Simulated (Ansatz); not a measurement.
# PbS: the cell at several levels of theory

The task here is to estimate one member of a computed series from the others.

Code: Ansatz 0.2.0. PAW datasets, plane waves, zero pressure. (Calculated; spin-unpolarised; the phase may be known or hypothetical.)

### The system as given

This is the cell as the run starts from it, not yet at rest; its lengths are not the crystal's.

The symmetry is P6_3/mmc (No. 194, hexagonal); conventional cell a = 4.305 Å, c = 5.380 Å, 21.59 Å³ an atom. Around Pb lie 5 S at 2.49–2.69 Å; around S lie 5 Pb at 2.49–2.69 Å.

Structure file:

```cif
data_structure
_symmetry_space_group_name_H-M 'P6_3/mmc'
_symmetry_Int_Tables_number 194
_cell_length_a 4.3046
_cell_length_b 4.3046
_cell_length_c 5.3805
_cell_angle_alpha 90.000
_cell_angle_beta 90.000
_cell_angle_gamma 120.000
_cell_volume 86.34
loop_
_atom_site_label
_atom_site_type_symbol
_atom_site_symmetry_multiplicity
_atom_site_Wyckoff_symbol
_atom_site_fract_x
_atom_site_fract_y
_atom_site_fract_z
_atom_site_occupancy
Pb1 Pb 2 c 0.33333 0.66667 0.25000 1
S1 S 2 d 0.66667 0.33333 0.25000 1
```

Set-up of the first run:

input.yaml reads:

```yaml
crystal:
  lattice:
    - [4.3045987551, 0.0, 0.0]
    - [-2.1522993775, 3.727891875, 0.0]
    - [0.0, 0.0, 5.3804625]
  atoms:
    - { symbol: Pb, position: [0.3333333333, 0.6666666667, 0.25] }
    - { symbol: Pb, position: [0.6666666667, 0.3333333333, 0.75] }
    - { symbol: S, position: [0.6666666667, 0.3333333333, 0.25] }
    - { symbol: S, position: [0.3333333333, 0.6666666667, 0.75] }
kpoints:
  mp_grid: { grid: [6, 6, 4] }
hamiltonian:
  xc: pbe
scf:
  occupations: { method: fermi_dirac, width: 0.02 }
relax:
  f_tol: 0.005
  cell: {}
```

Steps of the session up to this table: Relaxing with PBE; r2SCAN: cell and atoms; PBEsol: cell and atoms; LDA: cell and atoms.

One table of the session follows, with a row left open; its other results are not shown here.

It belongs to the step «The cells side by side». 

| level | a (Å) | c (Å) | volume (Å³/atom) |
| --- | --- | --- | --- |
| PBE | 5.026 | 6.038 | 33.022 |
| r2SCAN | ? | ? | ? |
| PBEsol | 4.946 | 5.933 | 31.422 |
| LDA | 4.894 | 5.877 | 30.483 |

Q: Estimate the row for r2SCAN from the others.

The run gave: a (Å): 4.997; c (Å): 5.997; volume (Å³/atom): 32.422. In the column «a (Å)» it lies between PBEsol (4.946) and PBE (5.026).

From the start to the first minimum the volume moved by +53.0 %. LDA gives the smallest cell and PBE the largest; they differ by 8.3 % in volume, a mean of 2.7 % in length.
